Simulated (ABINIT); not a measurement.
A run of ABINIT 10.8.3 (patched build) is set up as follows.

File run.abi:

```
# Pseudopotentials
pp_dirpath "./"
pseudos "Te.upf, Sn.upf"

# Structure
acell 3*1.0 Angstrom
rprim
     0.0000000000     3.1508500000     3.1508500000
     3.1508500000     0.0000000000     3.1508500000
     3.1508500000     3.1508500000     0.0000000000
ntypat 2
znucl 52 50
natom 2
typat 1 2
xcart
     3.1508500000     3.1508500000     3.1508500000
     0.0000000000     0.0000000000     0.0000000000 Angstrom

# Plane-wave basis
ecut 34.0

# k points
kptopt 1
ngkpt 5 5 5
nshiftk 1
shiftk 0.0 0.0 0.0

# Exchange and correlation
ixc 7

# Bands and occupations
nband 19
occopt 3
tsmear 0.05 eV

# SCF cycle
nstep 100
tolvrs 1.0e-10

# Output
iomode 3
prtwf 0
prtden 0
prteig 0
prtebands 0
enunit 1
prtvol 2
```

Potentials or basis: PseudoDojo NC SR LDA v0.4.1 standard.

The run is started by

```bash
$ abinit run.abi > log 2>&1
```

**Question.** Predict the pressure.

**Answer.** -2.0 GPa.

Caveat: the cutoff is short for stress, so the pressure is rough. The run has no spin-orbit coupling, so splittings on Te are missing.
